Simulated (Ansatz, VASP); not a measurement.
**CaO (Lime) in two plane-wave programs**

One calculation is typed for both programs; each brings its own data sets and cutoff. How far apart do they land?

Method: plane waves, with VASP 6.6.1 beside it; band structure at r2SCANh with an exact-exchange share of 0.1, in Ansatz 0.2.0.

## 1. The starting structure

The structure is cubic, space group Fm-3m (No. 225). Conventional cell: a = 4.813 Å, b = 4.813 Å, c = 4.813 Å, α = 90.00°, β = 90.00°, γ = 90.00°. Nearest to Ca lie 6 O at 2.41 Å. Nearest to O lie 6 Ca at 2.41 Å. Farther neighbours and most contacts between anions are not listed.

As a file:

```
Ca O
1.0
     0.00000    2.40650    2.40650
     2.40650    0.00000    2.40650
     2.40650    2.40650    0.00000
Ca O
1 1
Direct
  0.00000 0.00000 0.00000
  0.50000 0.50000 0.50000
```

## 2. VASP: band structure, r2SCANh with an exact-exchange share of 0.1

Levels along a path test the potential and the projectors away from the mesh points.

Lines of VASP's logs that name or quote its potential files are left out, and so is its time.

The run reads the wave functions of an earlier VASP run, which isn't shown here.

Contents of INCAR:

```
SYSTEM = CaO
PREC = Accurate
ENCUT = 520
EDIFF = 1E-06
NELM = 100
ISMEAR = 0
SIGMA = 0.02
LREAL = .FALSE.
ALGO = Normal
LHFCALC = .TRUE.
AEXX = 0.1
METAGGA = R2SCAN
LASPH = .TRUE.
NBANDS = 14
PRECFOCK = Fast
HFRCUT = -1
LORBIT = 11
LWAVE = .FALSE.
LCHARG = .FALSE.
KPAR = 4
```

Contents of POSCAR:

```
CaO
1.0
    0.0000000000      2.4065000000      2.4065000000
    2.4065000000      0.0000000000      2.4065000000
    2.4065000000      2.4065000000      0.0000000000
Ca O
1 1
Direct
    0.0000000000      0.0000000000      0.0000000000
    0.5000000000      0.5000000000      0.5000000000
```

Contents of KPOINTS:

```
Automatic mesh
0
Gamma
5 5 5
0 0 0
```

Contents of KPOINTS_OPT:

```
Line mode
6
Line-mode
Reciprocal
  0.00000000   0.00000000   0.00000000 GAMMA
  0.50000000   0.00000000   0.50000000 X

  0.50000000   0.00000000   0.50000000 X
  0.50000000   0.25000000   0.75000000 W

  0.50000000   0.25000000   0.75000000 W
  0.37500000   0.37500000   0.75000000 K

  0.37500000   0.37500000   0.75000000 K
  0.00000000   0.00000000   0.00000000 GAMMA

  0.00000000   0.00000000   0.00000000 GAMMA
  0.50000000   0.50000000   0.50000000 L

  0.50000000   0.50000000   0.50000000 L
  0.62500000   0.25000000   0.62500000 U

  0.62500000   0.25000000   0.62500000 U
  0.50000000   0.25000000   0.75000000 W

  0.50000000   0.25000000   0.75000000 W
  0.50000000   0.50000000   0.50000000 L

  0.50000000   0.50000000   0.50000000 L
  0.37500000   0.37500000   0.75000000 K

  0.62500000   0.25000000   0.62500000 U
  0.50000000   0.00000000   0.50000000 X
```

Potentials, in the order of the species: Ca_sv and O (PBE family, release 64).

Launch:

```
$ mpirun -np 4 vasp_std
```

Numbers of over 12 decimals in the logs are rounded to 6 here.

Output:

```text
[banner, memory and clock lines left out]
running    4 mpi-ranks, on    1 nodes
 distrk:  each k-point on    1 cores,    4 groups
 distr:  one band on    1 cores,    1 groups

 POSCAR found type information on POSCAR CaO
 POSCAR found :  2 types and       2 ions
|                                                                             |
|               ----> ADVICE to this user running VASP <----                  |
|                                                                             |
|     You enforced a specific xc type in the INCAR file but a different       |
|     [... a line on the potential file left out ...]
|     I HOPE YOU KNOW WHAT YOU ARE DOING!                                     |
|                                                                             |

 LDA part: xc-table for (None), standard interpolation
 found WAVECAR, reading the header
 POSCAR, INCAR and KPOINTS ok, starting setup
 FFT: planning ... GRIDC
 FFT: planning ... GRID_SOFT
 FFT: planning ... GRID
 HFRCUT set to (new)   9.404513
 reading WAVECAR
 the WAVECAR file was read successfully
 initial charge from wavefunction
 entering main loop
       N       E                     dE             d eps       ncg     rms          rms(c)
DAV:   1    -0.198641872783E+02   -0.19864E+02   -0.31224E-01   280   0.746E+00    0.705E-01
DAV:   2    -0.198506846716E+02    0.13503E-01   -0.47278E-02   340   0.272E+00    0.297E-01
DAV:   3    -0.198510214146E+02   -0.33674E-03   -0.41618E-03   310   0.716E-01    0.232E-01
DAV:   4    -0.198506741608E+02    0.34725E-03   -0.75792E-04   304   0.265E-01    0.108E-01
DAV:   5    -0.198506131385E+02    0.61022E-04   -0.11303E-04   294   0.119E-01    0.575E-02
DAV:   6    -0.198505932525E+02    0.19886E-04   -0.18553E-05   316   0.617E-02    0.352E-02
DAV:   7    -0.198505898321E+02    0.34204E-05   -0.79221E-06   286   0.350E-02    0.211E-02
DAV:   8    -0.198505893209E+02    0.51117E-06   -0.23598E-06   304   0.187E-02
   1 F= -.19850589E+02 E0= -.19850589E+02  d E =-.104199E-14
 Start KPOINTS_OPT (optional k-point list driver)
k-point batch [1-10\60]
       N       E                     dE             ncg
DAV:   1    -0.678323096387E+03   -0.52971E+04      280
DAV:   2    -0.204443706152E+04   -0.13661E+04      340
DAV:   3    -0.210940640714E+04   -0.64969E+02      310
DAV:   4    -0.211176156176E+04   -0.23552E+01      434
DAV:   5    -0.211179454618E+04   -0.32984E-01      340
DAV:   6    -0.211179525576E+04   -0.70958E-03      456
DAV:   7    -0.211179527083E+04   -0.15078E-04      300
DAV:   8    -0.211179527097E+04   -0.13442E-06      206
[...]
k-point batch [51-60\60]
       N       E                     dE             ncg
DAV:   1    -0.708082350979E+03   -0.74520E+04      280
DAV:   2    -0.207111535506E+04   -0.13630E+04      310
DAV:   3    -0.213572035220E+04   -0.64605E+02      322
DAV:   4    -0.213798759295E+04   -0.22672E+01      480
DAV:   5    -0.213802404872E+04   -0.36456E-01      408
DAV:   6    -0.213802479882E+04   -0.75010E-03      472
DAV:   7    -0.213802481748E+04   -0.18653E-04      408
DAV:   8    -0.213802481763E+04   -0.15677E-06      230
```

From OUTCAR (step 2):

```text
ion  position               nearest neighbor table
   1  0.000  0.000  0.000-   2 2.41   2 2.41   2 2.41   2 2.41   2 2.41   2 2.41
   2  0.500  0.500  0.500-   1 2.41   1 2.41   1 2.41   1 2.41   1 2.41   1 2.41

  LATTYP: Found a face centered cubic cell.
 ALAT       =     4.8130000000

 Subroutine GETGRP returns: Found 48 space group operations
 (whereof 48 operations were pure point group operations)

The static configuration has the point symmetry O_h .

 Found     10 irreducible k-points:

   k-points           NKPTS =     10   k-points in BZ     NKDIM =    125   number of bands    NBANDS=     14

   dimension x,y,z NGX =    28 NGY =   28 NGZ =   28
   dimension x,y,z NGXF=    56 NGYF=   56 NGZF=   56

   ENCUT  =  520.0 eV  38.22 Ry    6.18 a.u.   6.33  6.33  6.33*2*pi/ulx,y,z

   NELECT =      16.0000    total number of electrons

 k-points in reciprocal lattice and weights: Automatic mesh
   0.00000000  0.00000000  0.00000000       0.008
   0.20000000  0.00000000  0.00000000       0.064
   0.40000000  0.00000000  0.00000000       0.064
   0.20000000  0.20000000  0.00000000       0.048
   0.40000000  0.20000000  0.00000000       0.192
  -0.40000000  0.20000000  0.00000000       0.192
  -0.20000000  0.20000000  0.00000000       0.096
   0.40000000  0.40000000  0.00000000       0.048
  -0.40000000  0.40000000  0.00000000       0.096
  -0.40000000  0.40000000  0.20000000       0.192

  exchange ACFDT corr.  =         0.00000000  see jH, gK, PRB 81, 115126

 average (electrostatic) potential at core
       1 -45.2833       2 -70.6810

 E-fermi :   1.5623

 k-point     1 :       0.0000    0.0000    0.0000
  band No.  band energies     occupation
    ...
      4     -17.8744      2.00000
      5     -15.4857      2.00000
      6       1.4598      2.00000
      7       1.4598      2.00000
      8       1.4598      2.00000
      9       7.6362      0.00000
     10       9.3080      0.00000
     11       9.3080      0.00000
     12       9.3080      0.00000
     13      10.9399      0.00000
    ...

 k-point     2 :       0.2000    0.0000    0.0000
  band No.  band energies     occupation
    ...
      4     -17.8919      2.00000
      5     -14.9215      2.00000
      6       0.3300      2.00000
      7       0.9851      2.00000
      8       0.9851      2.00000
      9       9.0970      0.00000
     10       9.3441      0.00000
     11       9.9922      0.00000
     12       9.9923      0.00000
     13      11.8440      0.00000
    ...

 k-point     3 :       0.4000    0.0000    0.0000
  band No.  band energies     occupation
    ...
      4     -17.9195      2.00000
      5     -14.2496      2.00000
      6      -1.0284      2.00000
      7       0.3372      2.00000
      8       0.3372      2.00000
      9       9.8837      0.00000
     10      11.2333      0.00000
     11      11.3304      0.00000
     12      11.3304      0.00000
     13      13.4545      0.00000
    ...

  energy-cutoff  :      520.00
  volume of cell :       27.87
      direct lattice vectors                 reciprocal lattice vectors
     0.000000000  2.406500000  2.406500000    -0.207770621  0.207770621  0.207770621
     2.406500000  0.000000000  2.406500000     0.207770621 -0.207770621  0.207770621
     2.406500000  2.406500000  0.000000000     0.207770621  0.207770621 -0.207770621

 POSITION                                       TOTAL-FORCE (eV/Angst)
 -----------------------------------------------------------------------------------
      0.00000      0.00000      0.00000         0.000000      0.000000     -0.000000
      2.40650      2.40650      2.40650         0.000000      0.000000      0.000000
 -----------------------------------------------------------------------------------
    total drift:                                0.000000     -0.000000     -0.000000

  FREE ENERGIE OF THE ION-ELECTRON SYSTEM (eV)
  ---------------------------------------------------
  free  energy   TOTEN  =       -19.8505893209 eV

  energy  without entropy=      -19.8505893209  energy(sigma->0) =      -19.85058932

 total charge
# of ion       s       p       d       tot
------------------------------------------
    1        2.035   5.883   0.264   8.183
    2        1.554   3.489   0.000   5.042
--------------------------------------------------
tot          3.589   9.372   0.264  13.225

[... 3 further parts left out ...]
```

The k-mesh is coarse for unscreened exact exchange, which converges slowly with it. The PAW data sets were made with PBE, which is usual practice but a small mismatch for other functionals.

(Continued in part 2 of 2.)

[Lines on the potential files, build, host, timing and source positions are cut from VASP's logs without a mark.]

[Logs are printed without paths, hosts, clocks, repeated set-up lines and the standing remarks that a program may print on its own settings, such as how far it seeks lower states.]

[Hosts, paths, dates, database ids (printed as entryN), source tags and the programs' standing remarks are cut or masked in the printed files.]
